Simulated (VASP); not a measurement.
# Pt (Im-3m) in VASP: notebook, part 2 of 7

VASP 6.6.1. The steps go on from the part before.

### 10 Equation of state, LDA, 15.43 Å³/atom

File INCAR:

```
PREC = Accurate
ENCUT = 400
EDIFF = 1E-6
ISMEAR = 1
SIGMA = 0.15
LREAL = F
LASPH = T
NELM = 100
ALGO = Normal
ISIF = 2
LWAVE = F
LCHARG = F
GGA = CA
ADDGRID = F
```

File KPOINTS:

```
regular mesh
0
Gamma
  7 7 7
```

File POSCAR:

```
Pt
1.0
   -1.5682166836      1.5682166836      1.5682166836
    1.5682166836     -1.5682166836      1.5682166836
    1.5682166836      1.5682166836     -1.5682166836
Pt
1
Direct
    0.0000000000      0.0000000000      0.0000000000
```

Run with:

```console
> cat potpaw_LDA.64/Pt/POTCAR > POTCAR
> mpirun -np 1 vasp_std > vasp.out
```

Run time: 2.1 s. Hardware: 1 thread of Intel Xeon Platinum 8488C (Sapphire Rapids), shared host; peak memory 0.11 GiB.

These settings aren't checked as converged: the numbers below hold their error.

Results:

```
Free energy            : -7.4105 eV
Pressure               : -9.5 GPa
Band gap on the k mesh : none (metal or under the smearing width)
```

Caveat: the k mesh is coarse (spacing up to 0.40 Å⁻¹), so the values aren't converged.

### 11 Equation of state, LDA, 16.38 Å³/atom

INCAR is that of step 10.

KPOINTS is that of step 10.

File POSCAR:

```
Pt
1.0
   -1.5999063667      1.5999063667      1.5999063667
    1.5999063667     -1.5999063667      1.5999063667
    1.5999063667      1.5999063667     -1.5999063667
Pt
1
Direct
    0.0000000000      0.0000000000      0.0000000000
```

Run with:

```console
> cat potpaw_LDA.64/Pt/POTCAR > POTCAR
> mpirun -np 1 vasp_std > vasp.out
```

Wall time 2.2 s (1 thread of Intel Xeon Platinum 8488C (Sapphire Rapids), shared host); peak memory 0.11 GiB.

These settings aren't checked as converged: the numbers below hold their error.

Results:

```
Free energy            : -7.3145 eV
Pressure               : -22.1 GPa
Band gap on the k mesh : none (metal or under the smearing width)
```

Caveat: the k mesh is coarse (spacing up to 0.40 Å⁻¹), so the values aren't converged.

### 12 Equation of state, LDA, 15.43 Å³/atom

Edit INCAR of step 11 so:

```diff
@@ -1,3 +1,3 @@
 PREC = Accurate
-ENCUT = 400
+ENCUT = 460
 EDIFF = 1E-6
```

KPOINTS is that of step 11.

File POSCAR:

```
Pt
1.0
   -1.5682166836      1.5682166836      1.5682166836
    1.5682166836     -1.5682166836      1.5682166836
    1.5682166836      1.5682166836     -1.5682166836
Pt
1
Direct
    0.0000000000      0.0000000000      0.0000000000
```

Potentials or basis: VASP PAW LDA potentials, release 64 (Pt).

Run with:

```console
> cat potpaw_LDA.64/Pt/POTCAR > POTCAR
> mpirun -np 1 vasp_std > vasp.out
```

It took 2.2 s on 1 thread of Intel Xeon Platinum 8488C (Sapphire Rapids), shared host; peak memory 0.11 GiB.

The run converged, but some of its settings lie outside the range that counts as converged, so its numbers aren't taken as properties of the crystal.

What came out:

| Property | Result |
| --- | --- |
| Free energy | -7.4107 eV |
| Pressure | -9.4 GPa |
| Band gap on the k mesh | none (metal or under the smearing width) |

Caveat: the k mesh is coarse (spacing up to 0.40 Å⁻¹), so the values aren't converged.

### 13 Equation of state, LDA, 16.38 Å³/atom

INCAR is that of step 12.

KPOINTS is that of step 12.

File POSCAR:

```
Pt
1.0
   -1.5999063667      1.5999063667      1.5999063667
    1.5999063667     -1.5999063667      1.5999063667
    1.5999063667      1.5999063667     -1.5999063667
Pt
1
Direct
    0.0000000000      0.0000000000      0.0000000000
```

Run with:

```console
> cat potpaw_LDA.64/Pt/POTCAR > POTCAR
> mpirun -np 1 vasp_std > vasp.out
```

It took 2.3 s on 1 thread of Intel Xeon Platinum 8488C (Sapphire Rapids), shared host; peak memory 0.11 GiB.

The run converged, but some of its settings lie outside the range that counts as converged, so its numbers aren't taken as properties of the crystal.

Results:

```
Free energy            : -7.3145 eV
Pressure               : -22.1 GPa
Band gap on the k mesh : none (metal or under the smearing width)
```

Caveat: the k mesh is coarse (spacing up to 0.40 Å⁻¹), so the values aren't converged.

### 14 Equation of state, LDA, 15.43 Å³/atom

Edit INCAR of step 13 so:

```diff
@@ -1,3 +1,3 @@
 PREC = Accurate
-ENCUT = 460
+ENCUT = 520
 EDIFF = 1E-6
```

KPOINTS is that of step 13.

File POSCAR:

```
Pt
1.0
   -1.5682166836      1.5682166836      1.5682166836
    1.5682166836     -1.5682166836      1.5682166836
    1.5682166836      1.5682166836     -1.5682166836
Pt
1
Direct
    0.0000000000      0.0000000000      0.0000000000
```

Run with:

```console
> cat potpaw_LDA.64/Pt/POTCAR > POTCAR
> mpirun -np 1 vasp_std > vasp.out
```

It took 2.5 s on 1 thread of Intel Xeon Platinum 8488C (Sapphire Rapids), shared host; peak memory 0.11 GiB.

The run converged, but some of its settings lie outside the range that counts as converged, so its numbers aren't taken as properties of the crystal.

Results:

```
Free energy            : -7.4106 eV
Pressure               : -9.5 GPa
Band gap on the k mesh : none (metal or under the smearing width)
```

Caveat: the k mesh is coarse (spacing up to 0.40 Å⁻¹), so the values aren't converged.

### 15 Equation of state, LDA, 16.38 Å³/atom

INCAR is that of step 14.

KPOINTS is that of step 14.

File POSCAR:

```
Pt
1.0
   -1.5999063667      1.5999063667      1.5999063667
    1.5999063667     -1.5999063667      1.5999063667
    1.5999063667      1.5999063667     -1.5999063667
Pt
1
Direct
    0.0000000000      0.0000000000      0.0000000000
```

Potentials or basis: VASP PAW LDA potentials, release 64 (Pt).

Run with:

```console
> cat potpaw_LDA.64/Pt/POTCAR > POTCAR
> mpirun -np 1 vasp_std > vasp.out
```

Run time: 2.4 s. Hardware: 1 thread of Intel Xeon Platinum 8488C (Sapphire Rapids), shared host; peak memory 0.13 GiB.

These settings aren't checked as converged: the numbers below hold their error.

Results:

| Property | Result |
| --- | --- |
| Free energy | -7.3144 eV |
| Pressure | -22.1 GPa |
| Band gap on the k mesh | none (metal or under the smearing width) |

Caveat: the k mesh is coarse (spacing up to 0.40 Å⁻¹), so the values aren't converged.

### 16 Equation of state, LDA, 15.43 Å³/atom

Edit INCAR of step 15 so:

```diff
@@ -1,3 +1,3 @@
 PREC = Accurate
-ENCUT = 520
+ENCUT = 220
 EDIFF = 1E-6
```

File KPOINTS:

```
regular mesh
0
Gamma
  11 11 11
```

File POSCAR:

```
Pt
1.0
   -1.5682166836      1.5682166836      1.5682166836
    1.5682166836     -1.5682166836      1.5682166836
    1.5682166836      1.5682166836     -1.5682166836
Pt
1
Direct
    0.0000000000      0.0000000000      0.0000000000
```

Run with:

```console
> cat potpaw_LDA.64/Pt/POTCAR > POTCAR
> mpirun -np 1 vasp_std > vasp.out
```

It took 1.7 s on 1 thread of Intel Xeon Platinum 8488C (Sapphire Rapids), shared host; peak memory 0.1 GiB.

The run converged, but a check on its numbers failed (symmetry, net force, bounds or a known fault of this set-up), so they aren't taken as properties of the crystal.

Caveat: the cutoff lies under the usual one of these potentials, so the numbers hold a large basis-set error.

### 17 Equation of state, LDA, 16.38 Å³/atom

INCAR is that of step 16.

KPOINTS is that of step 16.

File POSCAR:

```
Pt
1.0
   -1.5999063667      1.5999063667      1.5999063667
    1.5999063667     -1.5999063667      1.5999063667
    1.5999063667      1.5999063667     -1.5999063667
Pt
1
Direct
    0.0000000000      0.0000000000      0.0000000000
```

Run with:

```console
> cat potpaw_LDA.64/Pt/POTCAR > POTCAR
> mpirun -np 1 vasp_std > vasp.out
```

It took 2.5 s on 1 thread of Intel Xeon Platinum 8488C (Sapphire Rapids), shared host; peak memory 0.1 GiB.

The run converged, but a check on its numbers failed (symmetry, net force, bounds or a known fault of this set-up), so they aren't taken as properties of the crystal.

Caveat: the cutoff lies under the usual one of these potentials, so the numbers hold a large basis-set error.

### 18 Equation of state, LDA, 15.43 Å³/atom

Edit INCAR of step 17 so:

```diff
@@ -1,3 +1,3 @@
 PREC = Accurate
-ENCUT = 220
+ENCUT = 340
 EDIFF = 1E-6
```

File KPOINTS:

```
regular mesh
0
Gamma
  9 9 9
```

File POSCAR:

```
Pt
1.0
   -1.5682166836      1.5682166836      1.5682166836
    1.5682166836     -1.5682166836      1.5682166836
    1.5682166836      1.5682166836     -1.5682166836
Pt
1
Direct
    0.0000000000      0.0000000000      0.0000000000
```

Potentials or basis: VASP PAW LDA potentials, release 64 (Pt).

Run with:

```console
> cat potpaw_LDA.64/Pt/POTCAR > POTCAR
> mpirun -np 1 vasp_std > vasp.out
```

Run time: 1.9 s. Hardware: 1 thread of Intel Xeon Platinum 8488C (Sapphire Rapids), shared host; peak memory 0.11 GiB.

The run converged, but some of its settings lie outside the range that counts as converged, so its numbers aren't taken as properties of the crystal.

What came out:

```yaml
Free_energy: -7.3932 eV
Pressure: -9.9 GPa
Band_gap_on_the_k_mesh: none (metal or under the smearing width)
```

### 19 Equation of state, LDA, 16.38 Å³/atom

INCAR is that of step 18.

KPOINTS is that of step 18.

File POSCAR:

```
Pt
1.0
   -1.5999063667      1.5999063667      1.5999063667
    1.5999063667     -1.5999063667      1.5999063667
    1.5999063667      1.5999063667     -1.5999063667
Pt
1
Direct
    0.0000000000      0.0000000000      0.0000000000
```

Run with:

```console
> cat potpaw_LDA.64/Pt/POTCAR > POTCAR
> mpirun -np 1 vasp_std > vasp.out
```

Run time: 2.9 s. Hardware: 1 thread of Intel Xeon Platinum 8488C (Sapphire Rapids), shared host; peak memory 0.11 GiB.

The run converged, but some of its settings lie outside the range that counts as converged, so its numbers aren't taken as properties of the crystal.

Results:

- Free energy: -7.3000 eV
- Pressure: -22.2 GPa
- Band gap on the k mesh: none (metal or under the smearing width)

### 20 Equation of state, LDA, 15.43 Å³/atom

Edit INCAR of step 19 so:

```diff
@@ -1,3 +1,3 @@
 PREC = Accurate
-ENCUT = 340
+ENCUT = 650
 EDIFF = 1E-6
```

File KPOINTS:

```
regular mesh
0
Gamma
  7 7 7
```

File POSCAR:

```
Pt
1.0
   -1.5682166836      1.5682166836      1.5682166836
    1.5682166836     -1.5682166836      1.5682166836
    1.5682166836      1.5682166836     -1.5682166836
Pt
1
Direct
    0.0000000000      0.0000000000      0.0000000000
```

Run with:

```console
> cat potpaw_LDA.64/Pt/POTCAR > POTCAR
> mpirun -np 1 vasp_std > vasp.out
```

It took 2.6 s on 1 thread of Intel Xeon Platinum 8488C (Sapphire Rapids), shared host; peak memory 0.13 GiB.

These settings aren't checked as converged: the numbers below hold their error.

What came out:

```
Free energy            : -7.4107 eV
Pressure               : -9.4 GPa
Band gap on the k mesh : none (metal or under the smearing width)
```

Caveat: the k mesh is coarse (spacing up to 0.40 Å⁻¹), so the values aren't converged.

### 21 Equation of state, LDA, 16.38 Å³/atom

INCAR is that of step 20.

KPOINTS is that of step 20.

File POSCAR:

```
Pt
1.0
   -1.5999063667      1.5999063667      1.5999063667
    1.5999063667     -1.5999063667      1.5999063667
    1.5999063667      1.5999063667     -1.5999063667
Pt
1
Direct
    0.0000000000      0.0000000000      0.0000000000
```

Potentials or basis: VASP PAW LDA potentials, release 64 (Pt).

Run with:

```console
> cat potpaw_LDA.64/Pt/POTCAR > POTCAR
> mpirun -np 1 vasp_std > vasp.out
```

Run time: 2.6 s. Hardware: 1 thread of Intel Xeon Platinum 8488C (Sapphire Rapids), shared host; peak memory 0.12 GiB.

The run converged, but some of its settings lie outside the range that counts as converged, so its numbers aren't taken as properties of the crystal.

Results:

| Quantity | Value |
| --- | --- |
| Free energy | -7.3145 eV |
| Pressure | -22.0 GPa |
| Band gap on the k mesh | none (metal or under the smearing width) |

Caveat: the k mesh is coarse (spacing up to 0.40 Å⁻¹), so the values aren't converged.

### 22 Equation of state, LDA, 15.43 Å³/atom

Edit INCAR of step 21 so:

```diff
@@ -1,3 +1,3 @@
 PREC = Accurate
-ENCUT = 650
+ENCUT = 400
 EDIFF = 1E-6
```

File KPOINTS:

```
regular mesh
0
Gamma
  9 9 9
```

File POSCAR:

```
Pt
1.0
   -1.5682166836      1.5682166836      1.5682166836
    1.5682166836     -1.5682166836      1.5682166836
    1.5682166836      1.5682166836     -1.5682166836
Pt
1
Direct
    0.0000000000      0.0000000000      0.0000000000
```

Run with:

```console
> cat potpaw_LDA.64/Pt/POTCAR > POTCAR
> mpirun -np 1 vasp_std > vasp.out
```

Run time: 2.6 s. Hardware: 1 thread of Intel Xeon Platinum 8488C (Sapphire Rapids), shared host; peak memory 0.11 GiB.

These settings aren't checked as converged: the numbers below hold their error.

What came out:

- Free energy: -7.3924 eV
- Pressure: -9.1 GPa
- Band gap on the k mesh: none (metal or under the smearing width)

### 23 Equation of state, LDA, 16.38 Å³/atom

INCAR is that of step 22.

KPOINTS is that of step 22.

File POSCAR:

```
Pt
1.0
   -1.5999063667      1.5999063667      1.5999063667
    1.5999063667     -1.5999063667      1.5999063667
    1.5999063667      1.5999063667     -1.5999063667
Pt
1
Direct
    0.0000000000      0.0000000000      0.0000000000
```

Run with:

```console
> cat potpaw_LDA.64/Pt/POTCAR > POTCAR
> mpirun -np 1 vasp_std > vasp.out
```

Run time: 2.6 s. Hardware: 1 thread of Intel Xeon Platinum 8488C (Sapphire Rapids), shared host; peak memory 0.11 GiB.

The run converged, but some of its settings lie outside the range that counts as converged, so its numbers aren't taken as properties of the crystal.

Results:

```yaml
Free_energy: -7.2993 eV
Pressure: -21.5 GPa
Band_gap_on_the_k_mesh: none (metal or under the smearing width)
```

### 24 Equation of state, LDA, 15.43 Å³/atom

Edit INCAR of step 23 so:

```diff
@@ -1,3 +1,3 @@
 PREC = Accurate
-ENCUT = 400
+ENCUT = 220
 EDIFF = 1E-6
```

File KPOINTS:

```
regular mesh
0
Gamma
  13 13 13
```

File POSCAR:

```
Pt
1.0
   -1.5682166836      1.5682166836      1.5682166836
    1.5682166836     -1.5682166836      1.5682166836
    1.5682166836      1.5682166836     -1.5682166836
Pt
1
Direct
    0.0000000000      0.0000000000      0.0000000000
```

Potentials or basis: VASP PAW LDA potentials, release 64 (Pt).

Run with:

```console
> cat potpaw_LDA.64/Pt/POTCAR > POTCAR
> mpirun -np 1 vasp_std > vasp.out
```

Wall time 3 s (1 thread of Intel Xeon Platinum 8488C (Sapphire Rapids), shared host); peak memory 0.11 GiB.

The run converged, but a check on its numbers failed (symmetry, net force, bounds or a known fault of this set-up), so they aren't taken as properties of the crystal.

Caveat: the cutoff lies under the usual one of these potentials, so the numbers hold a large basis-set error.

### 25 Equation of state, LDA, 16.38 Å³/atom

INCAR is that of step 24.

KPOINTS is that of step 24.

File POSCAR:

```
Pt
1.0
   -1.5999063667      1.5999063667      1.5999063667
    1.5999063667     -1.5999063667      1.5999063667
    1.5999063667      1.5999063667     -1.5999063667
Pt
1
Direct
    0.0000000000      0.0000000000      0.0000000000
```

Run with:

```console
> cat potpaw_LDA.64/Pt/POTCAR > POTCAR
> mpirun -np 1 vasp_std > vasp.out
```

Wall time 2.2 s (1 thread of Intel Xeon Platinum 8488C (Sapphire Rapids), shared host); peak memory 0.1 GiB.

The run converged, but a check on its numbers failed (symmetry, net force, bounds or a known fault of this set-up), so they aren't taken as properties of the crystal.

Caveat: the cutoff lies under the usual one of these potentials, so the numbers hold a large basis-set error.

### 26 Equation of state, LDA, 15.43 Å³/atom

Edit INCAR of step 25 so:

```diff
@@ -1,3 +1,3 @@
 PREC = Accurate
-ENCUT = 220
+ENCUT = 460
 EDIFF = 1E-6
```

File KPOINTS:

```
regular mesh
0
Gamma
  9 9 9
```

File POSCAR:

```
Pt
1.0
   -1.5682166836      1.5682166836      1.5682166836
    1.5682166836     -1.5682166836      1.5682166836
    1.5682166836      1.5682166836     -1.5682166836
Pt
1
Direct
    0.0000000000      0.0000000000      0.0000000000
```

Run with:

```console
> cat potpaw_LDA.64/Pt/POTCAR > POTCAR
> mpirun -np 1 vasp_std > vasp.out
```

Run time: 3.7 s. Hardware: 1 thread of Intel Xeon Platinum 8488C (Sapphire Rapids), shared host; peak memory 0.12 GiB.

The run converged, but some of its settings lie outside the range that counts as converged, so its numbers aren't taken as properties of the crystal.

What came out:

| Property | Result |
| --- | --- |
| Free energy | -7.3926 eV |
| Pressure | -9.0 GPa |
| Band gap on the k mesh | none (metal or under the smearing width) |

### 27 Equation of state, LDA, 16.38 Å³/atom

INCAR is that of step 26.

KPOINTS is that of step 26.

File POSCAR:

```
Pt
1.0
   -1.5999063667      1.5999063667      1.5999063667
    1.5999063667     -1.5999063667      1.5999063667
    1.5999063667      1.5999063667     -1.5999063667
Pt
1
Direct
    0.0000000000      0.0000000000      0.0000000000
```

Potentials or basis: VASP PAW LDA potentials, release 64 (Pt).

Run with:

```console
> cat potpaw_LDA.64/Pt/POTCAR > POTCAR
> mpirun -np 1 vasp_std > vasp.out
```

Run time: 3.1 s. Hardware: 1 thread of Intel Xeon Platinum 8488C (Sapphire Rapids), shared host; peak memory 0.11 GiB.

The run converged, but some of its settings lie outside the range that counts as converged, so its numbers aren't taken as properties of the crystal.

Results:

- Free energy: -7.2994 eV
- Pressure: -21.4 GPa
- Band gap on the k mesh: none (metal or under the smearing width)

### 28 Equation of state, LDA, 15.43 Å³/atom

Edit INCAR of step 27 so:

```diff
@@ -1,3 +1,3 @@
 PREC = Accurate
-ENCUT = 460
+ENCUT = 340
 EDIFF = 1E-6
```

File KPOINTS:

```
regular mesh
0
Gamma
  11 11 11
```

File POSCAR:

```
Pt
1.0
   -1.5682166836      1.5682166836      1.5682166836
    1.5682166836     -1.5682166836      1.5682166836
    1.5682166836      1.5682166836     -1.5682166836
Pt
1
Direct
    0.0000000000      0.0000000000      0.0000000000
```

Run with:

```console
> cat potpaw_LDA.64/Pt/POTCAR > POTCAR
> mpirun -np 1 vasp_std > vasp.out
```

Wall time 2.4 s (1 thread of Intel Xeon Platinum 8488C (Sapphire Rapids), shared host); peak memory 0.11 GiB.

These settings aren't checked as converged: the numbers below hold their error.

What came out:

- Free energy: -7.3512 eV
- Pressure: -9.1 GPa
- Band gap on the k mesh: none (metal or under the smearing width)

### 29 Equation of state, LDA, 16.38 Å³/atom

INCAR is that of step 28.

KPOINTS is that of step 28.

File POSCAR:

```
Pt
1.0
   -1.5999063667      1.5999063667      1.5999063667
    1.5999063667     -1.5999063667      1.5999063667
    1.5999063667      1.5999063667     -1.5999063667
Pt
1
Direct
    0.0000000000      0.0000000000      0.0000000000
```

Run with:

```console
> cat potpaw_LDA.64/Pt/POTCAR > POTCAR
> mpirun -np 1 vasp_std > vasp.out
```

Run time: 3.3 s. Hardware: 1 thread of Intel Xeon Platinum 8488C (Sapphire Rapids), shared host; peak memory 0.11 GiB.

These settings aren't checked as converged: the numbers below hold their error.

Results:

```yaml
Free_energy: -7.2632 eV
Pressure: -21.4 GPa
Band_gap_on_the_k_mesh: none (metal or under the smearing width)
```

### 30 Equation of state, LDA, 15.43 Å³/atom

Edit INCAR of step 29 so:

```diff
@@ -1,3 +1,3 @@
 PREC = Accurate
-ENCUT = 340
+ENCUT = 520
 EDIFF = 1E-6
```

File KPOINTS:

```
regular mesh
0
Gamma
  9 9 9
```

File POSCAR:

```
Pt
1.0
   -1.5682166836      1.5682166836      1.5682166836
    1.5682166836     -1.5682166836      1.5682166836
    1.5682166836      1.5682166836     -1.5682166836
Pt
1
Direct
    0.0000000000      0.0000000000      0.0000000000
```

Potentials or basis: VASP PAW LDA potentials, release 64 (Pt).

Run with:

```console
> cat potpaw_LDA.64/Pt/POTCAR > POTCAR
> mpirun -np 1 vasp_std > vasp.out
```

Run time: 3.1 s. Hardware: 1 thread of Intel Xeon Platinum 8488C (Sapphire Rapids), shared host; peak memory 0.11 GiB.

These settings aren't checked as converged: the numbers below hold their error.

What came out:

```
Free energy            : -7.3925 eV
Pressure               : -9.1 GPa
Band gap on the k mesh : none (metal or under the smearing width)
```

### 31 Equation of state, LDA, 16.38 Å³/atom

INCAR is that of step 30.

KPOINTS is that of step 30.

File POSCAR:

```
Pt
1.0
   -1.5999063667      1.5999063667      1.5999063667
    1.5999063667     -1.5999063667      1.5999063667
    1.5999063667      1.5999063667     -1.5999063667
Pt
1
Direct
    0.0000000000      0.0000000000      0.0000000000
```

Run with:

```console
> cat potpaw_LDA.64/Pt/POTCAR > POTCAR
> mpirun -np 1 vasp_std > vasp.out
```

It took 3.4 s on 1 thread of Intel Xeon Platinum 8488C (Sapphire Rapids), shared host; peak memory 0.13 GiB.

These settings aren't checked as converged: the numbers below hold their error.

What came out:

- Free energy: -7.2993 eV
- Pressure: -21.5 GPa
- Band gap on the k mesh: none (metal or under the smearing width)

### 32 Equation of state, LDA, 15.43 Å³/atom

Edit INCAR of step 31 so:

```diff
@@ -1,3 +1,3 @@
 PREC = Accurate
-ENCUT = 520
+ENCUT = 400
 EDIFF = 1E-6
```

File KPOINTS:

```
regular mesh
0
Gamma
  11 11 11
```

File POSCAR:

```
Pt
1.0
   -1.5682166836      1.5682166836      1.5682166836
    1.5682166836     -1.5682166836      1.5682166836
    1.5682166836      1.5682166836     -1.5682166836
Pt
1
Direct
    0.0000000000      0.0000000000      0.0000000000
```

Run with:

```console
> cat potpaw_LDA.64/Pt/POTCAR > POTCAR
> mpirun -np 1 vasp_std > vasp.out
```

Run time: 3.8 s. Hardware: 1 thread of Intel Xeon Platinum 8488C (Sapphire Rapids), shared host; peak memory 0.11 GiB.

These settings aren't checked as converged: the numbers below hold their error.

Results:

```yaml
Free_energy: -7.3505 eV
Pressure: -8.3 GPa
Band_gap_on_the_k_mesh: none (metal or under the smearing width)
```

(Part 2 of 7 ends here.)
